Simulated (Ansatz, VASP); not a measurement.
## Cross-check of BN between VASP and Ansatz

Wanted: the spread between two codes on one cell, functional and k mesh. The cell is taken from a series of VASP runs on this material, whose earlier steps may have relaxed, scaled or displaced it; both programs get it as it stands. Other levels of theory on this material are compared in a session of their own.

Calculated with Ansatz 0.2.0; plane waves, with VASP 6.6.1 beside it; band structure at PBEsol.

### 1. Set-up

It takes space group P6_3/mmc (No. 194, hexagonal). The conventional cell has a = 2.506 Å, b = 2.506 Å, c = 6.884 Å, α = 90.00°, β = 90.00°, γ = 120.00°. Nearest to B lie 3 N at 1.45 Å. Nearest to N lie 3 B at 1.45 Å. Farther neighbours and most contacts between anions are not listed.

### 2. Ansatz: band structure, PBEsol

Ansatz runs on its default PAW (the set named soft_2) files.

Levels along a path test the potential and the projectors away from the mesh points.

input.yaml reads:

```yaml
crystal:
  lattice:
    - [2.50553216, 0.0, 0.0]
    - [-1.25276608, 2.1698545005, 0.0]
    - [0.0, 0.0, 6.8838829978]
  atoms:
    - { symbol: B, position: [0.3333333333, 0.6666666667, 0.25] }
    - { symbol: B, position: [0.6666666667, 0.3333333333, 0.75] }
    - { symbol: "N", position: [0.3333333333, 0.6666666667, 0.75] }
    - { symbol: "N", position: [0.6666666667, 0.3333333333, 0.25] }
hamiltonian:
  xc: pbesol
  pseudopotentials: { kind: paw }
kpoints:
  mp_grid: { grid: [9, 9, 3] }
  band_path:
    path:
      - [0.0, 0.0, 0.0]
      - [0.13333, 0.0, 0.0]
      - [0.3, 0.0, 0.0]
      - [0.46667, 0.0, 0.0]
      - [0.5, 0.0, 0.0]
      - [0.46667, 0.06667, 0.0]
      - [0.41111, 0.17778, 0.0]
      - [0.35556, 0.28889, 0.0]
      - [0.31111, 0.31111, 0.0]
      - [0.28889, 0.28889, 0.0]
      - [0.17778, 0.17778, 0.0]
      - [0.06667, 0.06667, 0.0]
      - [0.0, 0.0, 0.03333]
      - [0.0, 0.0, 0.2]
      - [0.0, 0.0, 0.36667]
      - [0.0, 0.0, 0.5]
      - [0.16667, 0.0, 0.5]
      - [0.3, 0.0, 0.5]
      - [0.46667, 0.0, 0.5]
      - [0.46667, 0.06667, 0.5]
      - [0.41111, 0.17778, 0.5]
      - [0.35556, 0.28889, 0.5]
      - [0.28889, 0.28889, 0.5]
      - [0.17778, 0.17778, 0.5]
      - [0.06667, 0.06667, 0.5]
      - [0.5, 0.0, 0.46667]
      - [0.5, 0.0, 0.3]
      - [0.5, 0.0, 0.13333]
      - [0.33333, 0.33333, 0.0]
      - [0.33333, 0.33333, 0.16667]
      - [0.33333, 0.33333, 0.33333]
      - [0.33333, 0.33333, 0.5]
    npoints: 1
scf:
  occupations: { method: gaussian, width: 0.05 }
  n_extra_bands: 8
output:
  forces: true
  stress: true
  eigenvalues: true
```

The run is started by

```
ansatz run input.yaml --threads 2 --pin off --max-ram 4608MiB --backend cpu --events-out ev --progress --plain --runs-dir out
```

Numbers of over 12 decimals in the logs are rounded to 6 here.

The program printed:

```text
scf.n_extra_bands = 8 over 8 filled bands (N_el = 16.0): the run solves 16 bands
Engine: ansatz 0.2.0, aarch64-unknown-linux-gnu
Pseudopotentials: kind: paw
Pseudopotential: B, paw, valence charge 3, recommended cutoff 420 eV (normal), B.paw.azcp
Pseudopotential: N, paw, valence charge 5, recommended cutoff 420 eV (normal), N.paw.azcp
Functional definition: PBEsol
  exchange = pbesol_x
  correlation = pbesol_c
Crystal: 4 atoms, lattice volume = 37.425 Å³
Basis set: ecut = 420 eV, 737 PW (Γ), exchange–correlation on 36×36×96 points (8 copies of the dense FFT grid, shifted against one another)
Bands: 16, of which v1, the nominal top of the filled ones, is band 8 counted from 1 (7 counted from 0)
Symmetry: 24 space group operations
Space group: P63/mmc (ITA 194), of the structure as read, at distance tolerance 3.3e-5 Å
k-points: 24 of 243
Non-local potential: B, projectors of the file, l = 0: 2, l = 1: 2, l = 2: 1
Non-local potential: N, projectors of the file, l = 0: 2, l = 1: 2, l = 2: 1
PAW form: soft (Blöchl's): semilocal exchange-correlation on the pseudo side does not see the compensation charge
PAW frozen core: B, regenerated for the run's functional, and the local potential with it (the file was generated under x = pbe(κ = 0.804, μ = 0.219515), c = pbe(β = 0.066725))
PAW frozen core: N, regenerated for the run's functional, and the local potential with it (the file was generated under x = pbe(κ = 0.804, μ = 0.219515), c = pbe(β = 0.066725))
PAW one-centre angular grid: B, 110 points (default); XC on 64 Gauss nodes
PAW one-centre angular grid: N, 110 points (default); XC on 64 Gauss nodes
Initial density: superposition of atomic densities (neutral atoms: chi_scale 0, normalization atom), corrected by the library's trained network
Initial wavefunctions: pseudopotential atomic-orbital guess
Functional: x = pbesol(κ = 0.804, μ = 0.123457), c = pbesol(β = 0.046)
SCF iter   1: F=—  HF=-1067.564148 eV  |F-HF|=—  |Δ(HF+E_count)|=         —  Δρ=8.58e-3  dr2=2.46e-2  ethr=1.77e-3  ⟨swp⟩=6.0  Hψ=1928  notcnv=0  defer=29
preconditioner: auto → none  [insulator: Δε(μ)=4.260 eV  Ē_g=18.363 eV  σ=0.050 eV  W_gap=1.00  n_scr=4 (ndim 8)  ℏωp=24.3 eV  f_vac=0.037  D(μ)=0.00/eV (n_scr^D=0)  ε∞_Penn≈2.7]
SCF iter   2: F=—  HF=-1067.558497 eV  |F-HF|=—  |Δ(HF+E_count)|=   5.65e-3  Δρ=2.98e-3  dr2=2.29e-3  ethr=1.54e-4  ⟨swp⟩=2.8  Hψ=886  notcnv=0  defer=51
SCF iter   3: F=—  HF=-1067.557951 eV  |F-HF|=—  |Δ(HF+E_count)|=   5.46e-4  Δρ=8.51e-4  dr2=1.53e-4  ethr=1.43e-5  ⟨swp⟩=2.5  Hψ=533  notcnv=0  defer=51
SCF iter   4: F=—  HF=-1067.558030 eV  |F-HF|=—  |Δ(HF+E_count)|=   7.91e-5  Δρ=1.33e-4  dr2=2.43e-6  ethr=9.59e-7  ⟨swp⟩=2.6  Hψ=513  notcnv=0  defer=51
SCF iter   5: F=—  HF=-1067.558066 eV  |F-HF|=—  |Δ(HF+E_count)|=   3.66e-5  Δρ=1.41e-5  dr2=1.97e-8  ethr=1.52e-8  ⟨swp⟩=2.5  Hψ=500  notcnv=0  defer=51
SCF iter   6: F=-1067.558066 eV  HF=-1067.558066 eV  |F-HF|=8.01e-10  |Δ(HF+E_count)|=   1.07e-7  Δρ=1.06e-6  dr2=2.30e-10  ethr=1.23e-10  ⟨swp⟩=6.5  Hψ=1646  notcnv=0
SCF 1 converged in 6 iterations: F = -1067.558066 eV  dr2 = 2.30e-10
  greatest PAW one-centre occupation: 0.795 electrons in one spin orbital (limit 2), on the N atom at site 3 (counted from 0), in its partial waves of l = 0
NSCF: frozen V_eff on 32 k-points
SCF converged after 6 iterations
Free energy (F): -1067.558066 eV
Harris-Foulkes:  -1067.558066 eV  (|F-HF|=8.01e-10)
Internal energy: -1067.558066 eV  (E = F + TS)
E sigma→0 (E₀):  -1067.558066 eV
Fermi energy:    6.445473 eV
--- Per-component energies (eV) ---
  E_band       = -45.258461
  E_kinetic    = 365.278988
  E_local      = -727.673844  (includes V_loc(G=0)·N_el)
  E_nonlocal   = 115.950127
  E_hartree    = 237.157507
  E_xc         = -182.339507
  E_vxc        = -227.207894  (∫ρ·V_xc dr)
  E_paw        = -397.833069  (= ΣΔE_a)
  E_vpaw       = -45.921326  (= ΣTr[D̂ρ^β])
  E_aug_tail   = 0.000197  (compensation charges beyond the density's cutoff)
  E_ewald      = -478.184085
  E_core_change = 0.085620  (= ΣΔE_core)
  E_smearing   = -0.000000  (= −TS)
  E_closure    = 0.000000  (closes the sum)
  Σ components = -1067.558066   (vs F -1067.558066, Δ=0.00e0)
--- Forces (eV/Å), atoms counted from 1 ---
  atom   1  B     -0.00000000    -0.00000000     0.00000000
  atom   2  B      0.00000000     0.00000000     0.00000000
  atom   3  N      0.00000000    -0.00000000     0.00000000
  atom   4  N      0.00000000     0.00000000     0.00000000
  max |Σ_I F_I| component: 2.78e-17 eV/Å
--- Stress (GPa, compression-positive) ---
       -0.468328      -0.000000       0.000000
       -0.000000      -0.468328       0.000000
        0.000000       0.000000       0.260616
  P = ⅓ Tr σ = -0.2253 GPa (-2.253 kbar)
--- Band table (eV; the first three rows and the last of 24) ---
  k-point 0: bands = [... 4 lower, 2.9698, 2.9698, 2.9942, 2.9942, 9.1374, 14.0203, 15.8010, 15.8010, ... 4 higher]
  k-point 1: bands = [... 4 lower, 2.9756, 2.9756, 2.9884, 2.9884, 10.2265, 12.5386, 15.8238, 15.8238, ... 4 higher]
  k-point 2: bands = [... 4 lower, 2.0095, 2.0289, 2.5234, 2.5539, 9.5628, 13.9251, 15.4772, 15.7545, ... 4 higher]
  k-point 23: bands = [... 4 lower, -2.8457, -2.8457, 4.2642, 4.2642, 8.9100, 8.9100, 15.4450, 16.8371, ... 4 higher]
```

Run time: 1.5 s. Hardware: 2 threads of Arm Neoverse N1, shared host; peak memory 0.25 GiB.

### 3. VASP: band structure, PBEsol

The same cell, functional, mesh and smearing now go to VASP, with its own data sets and cutoff.

Lines of VASP's logs that name or quote its potential files are left out, and so is its time.

INCAR reads:

```
SYSTEM = BN
PREC = Accurate
ENCUT = 520
EDIFF = 1E-06
NELM = 100
ISMEAR = 0
SIGMA = 0.05
LREAL = .FALSE.
ALGO = Normal
GGA = PS
NBANDS = 22
LORBIT = 11
LWAVE = .FALSE.
LCHARG = .FALSE.
KPAR = 4
```

POSCAR reads:

```
BN
1.0
    2.5055321600      0.0000000000      0.0000000000
   -1.2527660800      2.1698545005      0.0000000000
    0.0000000000      0.0000000000      6.8838829978
B N
2 2
Direct
    0.3333333333      0.6666666667      0.2500000000
    0.6666666667      0.3333333333      0.7500000000
    0.3333333333      0.6666666667      0.7500000000
    0.6666666667      0.3333333333      0.2500000000
```

KPOINTS reads:

```
Automatic mesh
0
Gamma
9 9 3
0 0 0
```

KPOINTS_OPT reads:

```
Line mode
16
Line-mode
Reciprocal
  0.00000000   0.00000000   0.00000000 GAMMA
  0.50000000   0.00000000   0.00000000 M

  0.50000000   0.00000000   0.00000000 M
  0.33333333   0.33333333   0.00000000 K

  0.33333333   0.33333333   0.00000000 K
  0.00000000   0.00000000   0.00000000 GAMMA

  0.00000000   0.00000000   0.00000000 GAMMA
  0.00000000   0.00000000   0.50000000 A

  0.00000000   0.00000000   0.50000000 A
  0.50000000   0.00000000   0.50000000 L

  0.50000000   0.00000000   0.50000000 L
  0.33333333   0.33333333   0.50000000 H

  0.33333333   0.33333333   0.50000000 H
  0.00000000   0.00000000   0.50000000 A

  0.50000000   0.00000000   0.50000000 L
  0.50000000   0.00000000   0.00000000 M

  0.33333333   0.33333333   0.00000000 K
  0.33333333   0.33333333   0.50000000 H
```

PAW data sets: B and N (PBE family, release 64).

The run is started by

```
mpirun -np 4 vasp_std
```

The program printed:

```text
[banner, memory and clock lines left out]
running    4 mpi-ranks, on    1 nodes
 distrk:  each k-point on    1 cores,    4 groups
 distr:  one band on    1 cores,    1 groups

 POSCAR found type information on POSCAR B N
 POSCAR found :  2 types and       4 ions
|                                                                             |
|               ----> ADVICE to this user running VASP <----                  |
|                                                                             |
|     You enforced a specific xc type in the INCAR file but a different       |
|     [... a line on the potential file left out ...]
|     I HOPE YOU KNOW WHAT YOU ARE DOING!                                     |
|                                                                             |

 LDA part: xc-table for (Slater+PW92), standard interpolation
 POSCAR, INCAR and KPOINTS ok, starting setup
 FFT: planning ... GRIDC
 FFT: planning ... GRID_SOFT
 FFT: planning ... GRID
 WAVECAR not read
 entering main loop
       N       E                     dE             d eps       ncg     rms          rms(c)
DAV:   1     0.416653914418E+02    0.41665E+02   -0.73047E+03  1064   0.670E+02
DAV:   2    -0.374039584928E+02   -0.79069E+02   -0.73289E+02  1344   0.183E+02
DAV:   3    -0.400224812031E+02   -0.26185E+01   -0.25998E+01  1318   0.295E+01
DAV:   4    -0.400342287922E+02   -0.11748E-01   -0.11747E-01  1160   0.221E+00
DAV:   5    -0.400342963143E+02   -0.67522E-04   -0.67522E-04  1302   0.145E-01    0.110E+01
DAV:   6    -0.369490737668E+02    0.30852E+01   -0.24085E+00  1216   0.122E+01    0.503E+00
DAV:   7    -0.366483985359E+02    0.30068E+00   -0.46537E-01  1240   0.423E+00    0.313E+00
DAV:   8    -0.365624041457E+02    0.85994E-01   -0.15267E-01  1256   0.223E+00    0.413E-01
DAV:   9    -0.365599595949E+02    0.24446E-02   -0.66162E-03  1192   0.617E-01    0.193E-01
DAV:  10    -0.365607659499E+02   -0.80635E-03   -0.10658E-03  1184   0.191E-01    0.321E-02
DAV:  11    -0.365607942824E+02   -0.28333E-04   -0.36217E-05  1248   0.405E-02    0.180E-02
DAV:  12    -0.365608230508E+02   -0.28768E-04   -0.31846E-05  1134   0.268E-02    0.272E-03
DAV:  13    -0.365608234117E+02   -0.36091E-06   -0.33549E-07  1194   0.355E-03
   1 F= -.36560823E+02 E0= -.36560823E+02  d E =-.797683E-18
 Start KPOINTS_OPT (optional k-point list driver)
k-point batch [1-24\144]
       N       E                     dE             ncg
DAV:   1     0.197483441280E+01   -0.12302E+05     1056
DAV:   2    -0.187680030106E+04   -0.18788E+04     1352
DAV:   3    -0.194406046000E+04   -0.67260E+02     1336
DAV:   4    -0.194431998842E+04   -0.25953E+00     1180
DAV:   5    -0.194432092575E+04   -0.93733E-03     1274
DAV:   6    -0.194432093180E+04   -0.60571E-05     1204
DAV:   7    -0.194432093185E+04   -0.48156E-07     1064
[...]
k-point batch [121-144\144]
       N       E                     dE             ncg
DAV:   1    -0.351210011856E+03   -0.20344E+05     1056
DAV:   2    -0.198023611220E+04   -0.16290E+04     1330
DAV:   3    -0.203408149705E+04   -0.53845E+02     1350
DAV:   4    -0.203429263434E+04   -0.21114E+00     1092
DAV:   5    -0.203429348016E+04   -0.84582E-03     1262
DAV:   6    -0.203429348526E+04   -0.50955E-05     1238
DAV:   7    -0.203429348529E+04   -0.32711E-07     1070
```

OUTCAR, selected parts (step 3):

```text
ion  position               nearest neighbor table
   1  0.333  0.667  0.250-   4 1.45   4 1.45   4 1.45
   2  0.667  0.333  0.750-   3 1.45   3 1.45   3 1.45
   3  0.333  0.667  0.750-   2 1.45   2 1.45   2 1.45
   4  0.667  0.333  0.250-   1 1.45   1 1.45   1 1.45

  LATTYP: Found a hexagonal cell.
 ALAT       =     2.5055321600
 C/A-ratio  =     2.7474734141

 Subroutine GETGRP returns: Found 24 space group operations
 (whereof 12 operations were pure point group operations)

The static configuration has the point symmetry D_3d.
 The point group associated with its full space group is D_6h.

 Found     24 irreducible k-points:

   k-points           NKPTS =     24   k-points in BZ     NKDIM =     24   number of bands    NBANDS=     22

   dimension x,y,z NGX =    20 NGY =   20 NGZ =   54
   dimension x,y,z NGXF=    40 NGYF=   40 NGZF=  108

   ENCUT  =  520.0 eV  38.22 Ry    6.18 a.u.   4.66  4.66 12.80*2*pi/ulx,y,z

   NELECT =      16.0000    total number of electrons

 k-points in reciprocal lattice and weights: Automatic mesh
   0.00000000  0.00000000  0.00000000       0.004
   0.11111111 -0.00000000  0.00000000       0.025
   0.22222222 -0.00000000  0.00000000       0.025
   0.33333333 -0.00000000  0.00000000       0.025
   0.44444444 -0.00000000  0.00000000       0.025
   0.11111111  0.11111111  0.00000000       0.025
   0.22222222  0.11111111  0.00000000       0.049
   0.33333333  0.11111111  0.00000000       0.049
   0.44444444  0.11111111  0.00000000       0.025
[...]
0.33333333  0.22222222  0.33333333       0.099
   0.33333333  0.33333333  0.33333333       0.016

 average (electrostatic) potential at core
       1 -29.3405       2 -29.3405       3 -65.2254       4 -65.2254

 E-fermi :   2.1772

 k-point     1 :       0.0000    0.0000    0.0000
  band No.  band energies     occupation
    ...
      4      -2.4133      2.00000
      5       0.5956      2.00000
      6       0.5956      2.00000
      7       0.6217      2.00000
      8       0.6217      2.00000
      9       6.7556      0.00000
     10      11.6393      0.00000
     11      13.4128      0.00000
     12      13.4128      0.00000
     13      13.5072      0.00000
    ...

 k-point     2 :       0.1111   -0.0000    0.0000
  band No.  band energies     occupation
    ...
      4      -2.1124      2.00000
      5      -0.3642      2.00000
      6      -0.3446      2.00000
      7       0.1496      2.00000
      8       0.1809      2.00000
      9       7.1809      0.00000
     10      11.5438      0.00000
     11      13.0954      0.00000
     12      13.3701      0.00000
     13      13.9569      0.00000
    ...

 k-point     3 :       0.2222   -0.0000    0.0000
  band No.  band energies     occupation
    ...
      4      -2.5656      2.00000
      5      -2.5306      2.00000
      6      -1.2433      2.00000
      7      -0.7958      2.00000
      8      -0.7567      2.00000
      9       8.2626      0.00000
     10      10.8504      0.00000
     11      11.7757      0.00000
     12      12.5322      0.00000
     13      13.1926      0.00000
    ...

  Total        0.0358435      0.0358435      0.0292896      0.0000000      0.0000000      0.0000000
  in kB        1.5344666      1.5344666      1.2538895      0.0000000      0.0000000      0.0000000
  external PRESSURE =       1.4409409 kB  Pullay stress =       0.0000000 kB

  energy-cutoff  :      520.00
  volume of cell :       37.43
      direct lattice vectors                 reciprocal lattice vectors
     2.505532160  0.000000000  0.000000000     0.399116809  0.230430197  0.000000000
    -1.252766080  2.169854501  0.000000000     0.000000000  0.460860394  0.000000000
     0.000000000  0.000000000  6.883882998     0.000000000  0.000000000  0.145266850

 POSITION                                       TOTAL-FORCE (eV/Angst)
 -----------------------------------------------------------------------------------
     -0.00000      1.44657      1.72097         0.000000      0.000000      0.000000
      1.25277      0.72328      5.16291        -0.000000      0.000000      0.000000
     -0.00000      1.44657      5.16291        -0.000000     -0.000000      0.000000
      1.25277      0.72328      1.72097         0.000000      0.000000      0.000000
 -----------------------------------------------------------------------------------
    total drift:                               -0.000000      0.000000      0.000000

  FREE ENERGIE OF THE ION-ELECTRON SYSTEM (eV)
  ---------------------------------------------------
  free  energy   TOTEN  =       -36.5608234117 eV

  energy  without entropy=      -36.5608234117  energy(sigma->0) =      -36.56082341

 total charge
# of ion       s       p       d       tot
------------------------------------------
    1        0.742   1.424   0.000   2.166
    2        0.742   1.424   0.000   2.166
    3        1.220   2.786   0.000   4.006
    4        1.220   2.786   0.000   4.006
--------------------------------------------------
tot          3.924   8.419   0.000  12.343

[... 3 further parts left out ...]
```

The run ends at a pressure of 0.14 GPa.

### 4. Comparison

Known differences besides the potentials themselves: the cutoff is 420 eV in Ansatz and 520 eV in VASP; Ansatz makes its cores anew for this functional, VASP keeps those of its PBE data sets; VASP leaves aspherical gradient terms in its spheres out (LASPH is not set), Ansatz keeps them. Total energies have different zeros and are not compared.

The two programs side by side:

```csv
quantity,Ansatz,VASP,difference
pressure (GPa),-0.23,0.14,-0.37
pressure without Ansatz's Pulay correction (GPa),-0.82,0.14,-0.96
gap over the path points (eV),4.201,4.177,+0.024
```

Levels at points of the path, from each program's valence-band top (eV; 4 filled, then empty):

```csv
k (reciprocal lattice),Ansatz,VASP
0.000 0.000 0.000,-1.34 -1.34 -1.32 -1.32 4.83 9.71 11.49,-1.33 -1.33 -1.31 -1.31 4.83 9.71 11.48
0.133 0.000 0.000,-2.68 -2.66 -1.96 -1.93 5.42 9.55 11.05,-2.67 -2.65 -1.95 -1.92 5.42 9.55 11.05
0.300 0.000 0.000,-3.85 -3.38 -3.33 -2.29 7.37 7.60 8.15,-3.85 -3.37 -3.32 -2.30 7.37 7.59 8.14
0.467 0.000 0.000,-4.14 -4.09 -1.52 -0.60 4.34 5.53 9.31,-4.13 -4.08 -1.53 -0.60 4.32 5.51 9.31
0.500 0.000 0.000,-4.17 -4.12 -1.39 -0.54 4.20 5.41 9.38,-4.15 -4.11 -1.40 -0.54 4.18 5.39 9.38
0.467 0.067 0.000,-4.42 -4.37 -1.32 -0.49 4.24 5.39 9.71,-4.41 -4.36 -1.32 -0.49 4.22 5.37 9.71
0.411 0.178 0.000,-5.67 -5.61 -0.91 -0.23 4.45 5.24 11.22,-5.66 -5.60 -0.91 -0.23 4.43 5.22 11.22
0.356 0.289 0.000,-6.97 -6.95 -0.29 -0.01 4.64 4.86 10.76,-6.97 -6.94 -0.29 -0.01 4.61 4.84 10.75
0.311 0.311 0.000,-7.00 -6.99 -0.33 0.00 4.67 4.88 10.74,-6.99 -6.98 -0.33 0.00 4.65 4.85 10.74
0.289 0.289 0.000,-6.66 -6.64 -0.73 -0.08 4.81 5.16 11.10,-6.66 -6.63 -0.74 -0.08 4.78 5.13 11.09
```

Among the levels compared at these points, filled levels agree within 12 meV and empty ones within 26 meV. Ansatz's pressure holds a Pulay correction of 0.59 GPa; VASP's holds none.

### 5. Outcome

```json
{"difference in gap over the path points (band structure, PBEsol)": "0.024 eV"}
```

In words: The difference in gap over the path points is 0.024 eV (band structure, PBEsol), within the 0.08 eV picked in this series as the mark of a large difference. 4 further runs of this series are not shown here. How closely two codes agree says nothing of how well the functional describes the real material.

[Lines on the potential files, build, host, timing and source positions are cut from VASP's logs without a mark.]

[Logs are printed without paths, hosts, clocks, repeated set-up lines and the standing remarks that a program may print on its own settings, such as how far it seeks lower states.]

[Hosts, paths, dates, database ids (printed as entryN), source tags and the programs' standing remarks are cut or masked in the printed files.]
